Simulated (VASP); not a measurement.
Input of a VASP 6.6.1 run:

Contents of INCAR:

```
PREC = Accurate ; ENCUT = 600
EDIFF = 1E-6 ; ISMEAR = 0
SIGMA = 0.02 ; LREAL = False
LASPH = True ; NELM = 120
ALGO = Fast ; ISIF = 3
LWAVE = False ; LCHARG = False
GGA = PE ; IVDW = 12
IBRION = 2 ; NSW = 40
EDIFFG = -0.005 ; KPAR = 2
```

Contents of KPOINTS:

```
regular mesh
0
Gamma
  8 8 8
```

Contents of POSCAR:

```
SrTiO3
1.0
    3.9000000000      0.0000000000      0.0000000000
    0.0000000000      3.9000000000      0.0000000000
    0.0000000000      0.0000000000      3.9000000000
Sr Ti O
1 1 3
Direct
    0.0000000000      0.0000000000      0.0000000000
    0.5000000000      0.5000000000      0.5000000000
    0.5000000000      0.5000000000      0.0000000000
    0.0000000000      0.5000000000      0.5000000000
    0.5000000000      0.0000000000      0.5000000000
```

Potentials or basis: VASP PAW PBE potentials, release 64 (Sr_sv, Ti_sv, O).

Run with:

```bash
$ cat potpaw_PBE.64/Sr_sv/POTCAR potpaw_PBE.64/Ti_sv/POTCAR potpaw_PBE.64/O/POTCAR > POTCAR
$ mpirun -np 2 vasp_std > vasp.out
```

(1) What does it give for the relaxed volume?

(2) What does it give for the relaxed cell?

(3) What does it give for the dispersion energy per atom?

(4) Estimate the band gap on the k mesh.

Results:

(1) 11.98 Å³/atom.

(2) a = 3.913 Å, b = 3.913 Å, c = 3.913 Å, α = 90.00°, β = 90.00°, γ = 90.00°.

(3) -0.264 eV.

(4) 1.85 eV, indirect (least direct gap 2.21 eV).
